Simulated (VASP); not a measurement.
# Al (Fm-3m) in VASP: further runs

The runs below take Al through relaxation of cell and atoms, with PBE.

Everything below comes from runs of VASP 6.6.1. Logs are shortened: lines on timing, memory, paths and dates and some standing lists are left out, and cuts for length are marked.

## 1. Starting point

Symmetry: Fm-3m, No. 225, cubic system. The conventional cell has a = 4.050 Å, b = 4.050 Å, c = 4.050 Å, α = 90.00°, β = 90.00°, γ = 90.00°. Al (site symmetry m-3m) has 12 Al at 2.86 Å as nearest neighbours.

## 2. Relaxation of cell and atoms, PBE

INCAR

```
SYSTEM = Al
PREC = Accurate ; ENCUT = 600
EDIFF = 1E-6 ; ISMEAR = 1
SIGMA = 0.1 ; LREAL = .FALSE.
LASPH = .TRUE. ; NELM = 80
ALGO = Normal ; ISIF = 3
LWAVE = .FALSE. ; LCHARG = .FALSE.
GGA = PE ; IBRION = 2
NSW = 90 ; EDIFFG = -0.01
```

KPOINTS

```
Automatic mesh
0
G
  16 16 16
  0 0 0
```

POSCAR

```
Al
1.0
    0.0000000000      2.0248050000      2.0248050000
    2.0248050000      0.0000000000      2.0248050000
    2.0248050000      2.0248050000      0.0000000000
Al
1
Direct
    0.0000000000      0.0000000000      0.0000000000
```

Potentials or basis: VASP PAW PBE potentials, release 64 (Al).

Launch:

```
cat potpaw_PBE.64/Al/POTCAR > POTCAR
mpirun -np 1 vasp_std > vasp.out
```

OUTCAR:

```text
SYSTEM = Al
   PREC = Accurate
   ENCUT = 600
   EDIFF = 1E-6
   ISMEAR = 1
   LREAL = .FALSE.
   LASPH = .TRUE.
   NELM = 80
   ISIF = 3
   GGA = PE
   IBRION = 2
   NSW = 90
   EDIFFG = -0.01

 ion  position               nearest neighbor table
   1  0.000  0.000  0.000-

  LATTYP: Found a face centered cubic cell.
 ALAT       =     4.0496100000

  Lattice vectors:

 A1 = (   0.0000000000,   2.0248050000,   2.0248050000)
 A2 = (   2.0248050000,   0.0000000000,   2.0248050000)
 A3 = (   2.0248050000,   2.0248050000,   0.0000000000)

Analysis of symmetry for initial positions (statically):
=====================================================================
 Subroutine PRICEL returns:
 Original cell was already a primitive cell.

 Routine SETGRP: Setting up the symmetry group for a
 face centered cubic supercell.

 Subroutine GETGRP returns: Found 48 space group operations
 (whereof 48 operations were pure point group operations)
 out of a pool of 48 trial point group operations.

The static configuration has the point symmetry O_h .

Analysis of symmetry for dynamics (positions and initial velocities):
=====================================================================
 Subroutine PRICEL returns:
 Original cell was already a primitive cell.

 Routine SETGRP: Setting up the symmetry group for a
 face centered cubic supercell.

 Subroutine GETGRP returns: Found 48 space group operations
 (whereof 48 operations were pure point group operations)
 out of a pool of 48 trial point group operations.

The dynamic configuration has the point symmetry O_h .

 Subroutine INISYM returns: Found 48 space group operations
 (whereof 48 operations are pure point group operations),
 and found     1 'primitive' translations

----------------------------------------------------------------------------------------

                                     Primitive cell

  volume of cell :      16.6027

  direct lattice vectors                    reciprocal lattice vectors
     0.000000000  2.024805000  2.024805000    -0.246937359  0.246937359  0.246937359
     2.024805000  0.000000000  2.024805000     0.246937359 -0.246937359  0.246937359
     2.024805000  2.024805000  0.000000000     0.246937359  0.246937359 -0.246937359

  length of vectors
     2.863506692  2.863506692  2.863506692     0.427708053  0.427708053  0.427708053

  position of ions in fractional coordinates (direct lattice)
     0.000000000  0.000000000  0.000000000

  ion indices of the primitive-cell ions
   primitive index   ion index
                 1           1

----------------------------------------------------------------------------------------

 KPOINTS: Automatic mesh

Automatic generation of k-mesh.
 Grid dimensions read from file:
 generate k-points for:   16   16   16

 Generating k-lattice:

  Cartesian coordinates                     Fractional coordinates (reciprocal lattice)
    -0.015433585  0.015433585  0.015433585     0.062500000  0.000000000  0.000000000
     0.015433585 -0.015433585  0.015433585     0.000000000  0.062500000  0.000000000
     0.015433585  0.015433585 -0.015433585     0.000000000  0.000000000  0.062500000

  Length of vectors
     0.026731753  0.026731753  0.026731753

  Shift w.r.t. Gamma in fractional coordinates (k-lattice)
     0.000000000  0.000000000  0.000000000

 Subroutine IBZKPT returns following result:
 ===========================================

 Found    145 irreducible k-points:

 Following reciprocal coordinates:
            Coordinates               Weight
  0.000000  0.000000  0.000000      1.000000
  0.062500  0.000000  0.000000      8.000000
  0.125000  0.000000  0.000000      8.000000
  0.187500  0.000000  0.000000      8.000000
  0.250000  0.000000  0.000000      8.000000
  0.312500  0.000000  0.000000      8.000000
[... 16 lines left out ...]
 -0.125000  0.062500  0.000000     24.000000
 -0.062500  0.062500  0.000000     12.000000
 [... further k-points ...]
   k-points           NKPTS =    145   k-points in BZ     NKDIM =    145   number of bands    NBANDS=      5
   number of dos      NEDOS =    301   number of ions     NIONS =      1
   total plane-waves  NPLWV =  13824
   dimension x,y,z NGX =    24 NGY =   24 NGZ =   24
   dimension x,y,z NGXF=    48 NGYF=   48 NGZF=   48
   ions per type =               1
   NGX,Y,Z   is equivalent  to a cutoff of  13.93, 13.93, 13.93 a.u.
   NGXF,Y,Z  is equivalent  to a cutoff of  27.87, 27.87, 27.87 a.u.
 SYSTEM =  Al
   PREC   = accura    normal or accurate (medium, high low for compatibility)
   ISTART =      0    job   : 0-new  1-cont  2-samecut
   ICHARG =      2    charge: 1-file 2-atom 10-const
   ISPIN  =      1    spin polarized calculation?
   LNONCOLLINEAR =      F non collinear calculations
   LSORBIT =      F    spin-orbit coupling
   LASPH  =      T    aspherical Exc in radial PAW
   ENCUT  =  600.0 eV  44.10 Ry    6.64 a.u.   5.72  5.72  5.72*2*pi/ulx,y,z
   NELM   =     80;   NELMIN=  2; NELMDL= -5     # of ELM steps
   EDIFF  = 0.1E-05   stopping-criterion for ELM
   LREAL  =      F    real-space projection
   EDIFFG = -.1E-01   stopping-criterion for IOM
   NSW    =     90    number of steps for IOM
   IBRION =      2    ionic relax: 0-MD 1-quasi-New 2-CG
   NFREE  =      1    steps in history (QN), initial steepest desc. (CG)
   ISIF   =      3    stress and relaxation
   ISYM   =      2    0-nonsym 1-usesym 2-fastsym
   POTIM  = 0.5000    time-step for ionic-motion
   TEBEG  =    0.0;   TEEND  =   0.0 temperature during run
   PSTRESS=    0.0 pullay stress
   NELECT =       3.0000    total number of electrons
   NUPDOWN=      -1.0000    fix difference up-down
   EMIN   =  10.00;   EMAX   =-10.00  energy-range for DOS
   EFERMI =   0.00;   METHOD = LEGACY
   ISMEAR =     1;   SIGMA  =   0.10  broadening in eV -4-tet -1-fermi 0-gaus
   EFERMI_NEDOS =   21; number of points for ismear=-14 and -15
   IALGO  =     38    algorithm
   IMIX   =      4    mixing-type and parameters
     AMIX     =   0.40;   BMIX     =  1.00
     AMIX_MAG =   1.60;   BMIX_MAG =  1.00
  volume/ion in A,a.u.               =      16.60       112.04
  Fermi-wavevector in a.u.,A,eV,Ry     =   0.925526  1.748991 11.654733  0.856599
  Thomas-Fermi vector in A             =   2.051390
   LORBIT       =      0    0 simple, 1 ext, 2 COOP (PROOUT), +10 PAW based schemes
   GGA     = PE    functional components
   LHFCALC =     F    Hartree Fock is set to
   AEXX    =    0.0000 exact exchange contribution
   IVDW    =     0    specifies the selected vdW correction
   LEPSILON=     F    determine dielectric tensor
   LRPA    =     F    only Hartree local field effects (RPA)
 conjugate gradient relaxation of ions
 non-spin polarized calculation
 Methfessel and Paxton  Order N= 1 SIGMA  =   0.10
  energy-cutoff  :      600.00
  volume of cell :       16.60
 maximum number of plane-waves:       568
   NGX = 11   NGY = 11   NGZ = 11

--------------------------------------- Ionic step        1  -------------------------------------------

 number of electron       3.0000000 magnetization

 Free energy of the ion-electron system (eV)
  ---------------------------------------------------
  ext. energy  EPLUGINS =         0.00000000
  ---------------------------------------------------
  free energy    TOTEN  =        -3.75139554 eV

  energy without entropy =       -3.75174162  energy(sigma->0) =       -3.75151090

------------------------ aborting loop because EDIFF is reached ----------------------------------------

  FORCE on cell =-STRESS in cart. coord.  units (eV):
  Direction    XX          YY          ZZ          XY          YZ          ZX
  --------------------------------------------------------------------------------------
  -------------------------------------------------------------------------------------
  Total       -0.0622314     -0.0622314     -0.0622314     -0.0000000     -0.0000000     -0.0000000
  in kB       -6.0053833     -6.0053833     -6.0053833     -0.0000000     -0.0000000     -0.0000000
  external PRESSURE =      -6.0053833 kB  Pullay stress =       0.0000000 kB
[... 55 lines left out ...]
  energy  without entropy=       -3.7519746336  energy(sigma->0) =       -3.75174462

--------------------------------------- Ionic step        3  -------------------------------------------

 number of electron       3.0000000 magnetization

 Free energy of the ion-electron system (eV)
  ---------------------------------------------------
  ext. energy  EPLUGINS =         0.00000000
  ---------------------------------------------------
  free energy    TOTEN  =        -3.75163735 eV

  energy without entropy =       -3.75198218  energy(sigma->0) =       -3.75175229

 E-fermi :   8.0566     XC(G=0): -10.2021

 val. band max:        8.0180743512   @ k =  -0.2500   0.3125   0.1250
 cond. band min:       8.1334842834   @ k =   0.4375   0.4375   0.0000
 fundamental gap:      0.1154099322
 Fermi energy:         8.0565577064

 k-point     1 :       0.0000    0.0000    0.0000
  band No.  band energies     occupation
      1      -3.1294      2.00000
      2      20.6421      0.00000
      3      20.6421      0.00000
      4      20.6421      0.00000
      5      22.1449      0.00000

 k-point     2 :       0.0625    0.0000    0.0000
  band No.  band energies     occupation
      1      -3.0231      2.00000
      2      18.8558      0.00000
      3      20.2687      0.00000
      4      20.2687      0.00000
      5      22.6834      0.00000
[... 169 lines left out ...]
 k-point    24 :      -0.0625    0.0625    0.0000
  band No.  band energies     occupation
      1      -2.8462      2.00000
      2      17.7823      0.00000
      3      18.5265      0.00000
      4      20.9177      0.00000
      5      22.3193      0.00000

 [... further k-points ...]
[... 5 lines left out ...]
  --------------------------------------------------------------------------------------
  -------------------------------------------------------------------------------------
  Total        0.0008287      0.0008287      0.0008287      0.0000000     -0.0000000     -0.0000000
  in kB        0.0805840      0.0805840      0.0805840      0.0000000     -0.0000000     -0.0000000
  external PRESSURE =       0.0805840 kB  Pullay stress =       0.0000000 kB
[... 16 lines left out ...]
  FREE ENERGIE OF THE ION-ELECTRON SYSTEM (eV)
  ---------------------------------------------------
  free  energy   TOTEN  =        -3.7516373459 eV

  energy  without entropy=       -3.7519821796  energy(sigma->0) =       -3.75175229

 reached required accuracy - stopping structural energy minimisation
```

Run time: 13 s. Hardware: 1 thread of Intel Xeon Platinum 8259CL at 2.50GHz (Skylake/Cascade Lake), shared host; peak memory 0.14 GiB.

Results:

```yaml
Free_energy: -3.7516 eV
Relaxed_volume: 16.48 Å³/atom
Relaxed_cell: a = 2.856 Å, b = 2.856 Å, c = 2.856 Å, α = 60.00°, β = 60.00°, γ = 60.00°
Space_group_after_relaxing_to_0.05_Å: Fm-3m (No. 225)
Energy_gained_by_relaxing: 0.2 meV/atom
Ionic_steps: 3
Pressure_after_relaxing: 0.0 GPa
Band_gap_on_the_k_mesh: none (metal or under the smearing width)
```

The path:
```tsv
step	energy change (eV)	largest force (eV/Å)	pressure (GPa)	volume (Å³)
1	0.0000	0.0000	-0.60	16.60
2	-0.0002	0.0000	0.11	16.45
3	-0.0002	0.0000	0.01	16.48
```

Final structure:
```
Al
1.0
     0.00000    2.01964    2.01964
     2.01964    0.00000    2.01964
     2.01964    2.01964    0.00000
Al
1
Direct
  0.00000 0.00000 0.00000
```

## 3. Relaxation of cell and atoms, PBE

This run uses another cell than the first one, of 16.48 Å³/atom, 0.992 times its volume.

INCAR

```
SYSTEM = Al
PREC = Accurate ; ENCUT = 600
EDIFF = 1E-7 ; ISMEAR = 1
SIGMA = 0.1 ; LREAL = .FALSE.
LASPH = .TRUE. ; NELM = 80
ALGO = Normal ; ISIF = 3
LWAVE = .FALSE. ; LCHARG = .FALSE.
GGA = PE ; IBRION = 2
NSW = 90 ; EDIFFG = -0.005
```

KPOINTS is that of step 2.

POSCAR

```
Al                                      
1.0
   -0.0000000000      2.0196414341      2.0196414341
    2.0196414341     -0.0000000000      2.0196414341
    2.0196414341      2.0196414341     -0.0000000000
  Al            
     1
Direct
     0.0000000000000000    0.0000000000000000    0.0000000000000000
```

Potentials or basis: VASP PAW PBE potentials, release 64 (Al).

Launch:

```
cat potpaw_PBE.64/Al/POTCAR > POTCAR
mpirun -np 1 vasp_std > vasp.out
```

It took 8.2 s on 1 thread of Intel Xeon Platinum 8259CL at 2.50GHz (Skylake/Cascade Lake), shared host; peak memory 0.14 GiB.

Results (log left out):

```yaml
Free_energy: -3.7516 eV
Pressure_after_relaxing: 0.0 GPa
Band_gap_on_the_k_mesh: none (metal or under the smearing width)
```

Final structure:
```yaml
crystal:
  lattice:
    - [0.00000, 2.01964, 2.01964]
    - [2.01964, 0.00000, 2.01964]
    - [2.01964, 2.01964, 0.00000]
  atoms:
    - { symbol: Al, position: [0.00000, 0.00000, 0.00000] }
```

Levels at points of the mesh, in eV from the Fermi level:
```tsv
k point	band 1	band 2	band 3	band 4	band 5
(0.00, 0.00, 0.00)	-11.19	12.59	12.59	12.59	14.09
(0.50, 0.00, 0.00)	-4.64	-4.42	11.38	11.38	11.43
(0.50, 0.50, 0.00)	-2.97	-1.64	5.22	5.56	5.56
```

Caveat: the relaxation stopped at its first step, so nothing moved.
